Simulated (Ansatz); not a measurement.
Al:

```
Al
1.0
     2.81246    0.00000    0.00000
    -1.40623    2.43566    0.00000
     0.00000    0.00000    4.86685
Al
2
Direct
  0.33333 0.66667 0.25000
  0.66667 0.33333 0.75000
```

This isn't the form of Al at room conditions, which is fcc.

```yaml
Program: Ansatz 0.2.0
Task: relaxation of cell and atoms
Functional: revPBE
Dispersion: D3(BJ)
Potentials_or_basis: Ansatz PAW
Cutoff: "420 eV (not typed: the program's choice for these potentials)"
k_mesh: 11 × 11 × 6
Occupations: fermi-dirac, width 0.05 eV
Spin: no spin polarisation
```

At the start: volume 16.67 Å³/atom.

**Question.** How do energy, volume and symmetry change on relaxing?

**Answer.** It ends after 8 steps and the volume is 15.54 Å³/atom (-6.8 %); space group P6_3/mmc (No. 194, to 0.05 Å).

The path:
| step | energy change (eV) | largest force (eV/Å) | volume (Å³) |
| --- | --- | --- | --- |
| 1 | 0.0000 | 0.0000 | 33.34 |
| 2 | -0.0593 | 0.0000 | 30.95 |
| 3 | -0.0593 | 0.0000 | 30.99 |
| 4 | -0.0605 | 0.0000 | 31.11 |
| 5 | -0.0605 | 0.0000 | 31.09 |
| 6 | -0.0599 | 0.0000 | 31.09 |
| 7 | -0.0599 | 0.0000 | 31.08 |
| 8 | -0.0599 | 0.0000 | 31.08 |

Final structure:
```xyz
2
Lattice="2.7896 0.0000 0.0000 -1.3948 2.4158 0.0000 0.0000 0.0000 4.6111" Properties=species:S:1:pos:R:3 pbc="T T T"
Al    0.0000    1.6106    1.1528
Al    1.3948    0.8053    3.4583
```

Caveat: the plane-wave basis is chosen anew once the cell has moved, so the energies of steps on either side of that aren't comparable; pairwise dispersion overbinds metals, which lowers pressure and volume; the PAW data sets come from PBE, with cores solved anew for the run's functional, which leaves a small shift of forces and pressure.
